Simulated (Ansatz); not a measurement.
# Cs: the cost of one run

Program: Ansatz 0.2.0. Level of theory: DFT PBEsol, scalar-relativistic, plane waves, PAW. These are calculated values, not measurements.

## (1) The structure to begin with

Symmetry: I4/mmm, No. 139, tetragonal system. Conventional cell: a = 5.500 Å, b = 5.500 Å, c = 8.194 Å, α = 90.00°, β = 90.00°, γ = 90.00°.

As a file:

```cif
data_structure
_symmetry_space_group_name_H-M 'I4/mmm'
_symmetry_Int_Tables_number 139
_cell_length_a 5.5002
_cell_length_b 5.5002
_cell_length_c 8.1945
_cell_angle_alpha 90.000
_cell_angle_beta 90.000
_cell_angle_gamma 90.000
_cell_volume 247.90
loop_
_atom_site_label
_atom_site_type_symbol
_atom_site_symmetry_multiplicity
_atom_site_Wyckoff_symbol
_atom_site_fract_x
_atom_site_fract_y
_atom_site_fract_z
_atom_site_occupancy
Cs1 Cs 2 a 0.00000 0.00000 0.00000 1
```

The structure comes from the Materials Project (structure only).

## (2) Random moves and strain, cell strained

What differs from the listed cell: strain xx, yy, zz, yz, xz, xy = +3.4, +0.6, +3.8, +0.3, +0.5, +0.6 %.

Input file input.yaml:

```yaml
crystal:
  lattice:
    - [-2.8038334057, 2.7600363026, 4.2466470727]
    - [2.8465266359, -2.7374195434, 4.2601224424]
    - [2.8389793701, 2.7725655078, -4.2314666561]
  atoms:
    - { symbol: Cs, position: [0.0, 0.0, 0.0] }
basis:
  ecutwfc: 420
kpoints:
  mp_grid: { grid: [8, 8, 10] }
hamiltonian:
  xc: pbesol
scf:
  occupations: { method: gaussian, width: 0.1 }
output:
  forces: true
  stress: true
  eigenvalues: true
```

Command:

```console
$ ansatz run input.yaml --threads 1 --pin off --max-ram 1331MiB --backend cpu --events-out ev --progress --plain --runs-dir out
```

Q: Estimate wall time and peak memory on 1 thread of an x86-64 CPU, shared host.

About 9.5 s, with a peak of 0.74 GiB.
